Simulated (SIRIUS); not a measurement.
HfN in SIRIUS: the effect of functional

The system is HfN.

```xyz
2
Lattice="0.0000 2.2560 2.2560 2.2560 0.0000 2.2560 2.2560 2.2560 0.0000" Properties=species:S:1:pos:R:3 pbc="T T T"
Hf    0.0000    0.0000    0.0000
N     2.2560    2.2560    2.2560
```

Alike in all runs:

| Property | Result |
| --- | --- |
| Program | SIRIUS 7.12.0 |
| Task | eos task |
| Potentials or basis | PseudoDojo 0.4.1 PBE standard (scalar relativistic) |
| Cutoff | 1152 eV |
| Density cutoff | 4606 eV |
| k mesh | 7 × 7 × 7 |
| Occupations | fermi-dirac, width 0.05 eV |
| Spin | no spin polarisation |

| functional | V0 of scaled cells (Å³/atom) | B0 (GPa) |
| --- | --- | --- |
| LDA | 11.23 | 299 |
| PBEsol | 11.43 | 284 |
| RPBE | 11.92 | 253 |
| PW91 | ? | ? |

Q: What does the run with functional PW91 give?

A: V0 of scaled cells 11.73 Å³/atom; B0 266 GPa.

Caveats: the potentials were made for another functional, which shifts forces and pressure.

Runs at the PBE level aren't shown here.
